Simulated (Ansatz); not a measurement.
# Antimony (diamond) across density functionals

All rows: Ansatz, plane waves with scalar-relativistic PAW, 420 eV (500 eV for the SCAN forms), relaxed under each functional, no dispersion correction, no zero-point motion. B₀ comes from uniform scaling at fixed shape; a dash is a value not given.

```csv
functional,V (Å³/atom),cell,B₀ (GPa),magnetic state,ΔE to A7 rhombohedral (meV/atom)
PBE,42.82,a = 6.997 Å,31,spin not included,305
r²SCAN,41.93,a = 6.948 Å,34,spin not included,379
PBEsol,40.70,a = 6.880 Å,34,spin not included,391
LDA,39.70,a = 6.823 Å,37,spin not included,408
revPBE,43.88,a = 7.054 Å,29,spin not included,266
BLYP,45.89,a = 7.160 Å,27,spin not included,222
```

(1) What does RPBE give?

Results:

(1) V (Å³/atom): 44.33; cell: a = 7.078 Å; B₀ (GPa): 28; magnetic state: spin not included; ΔE to A7 rhombohedral (meV/atom): 251.
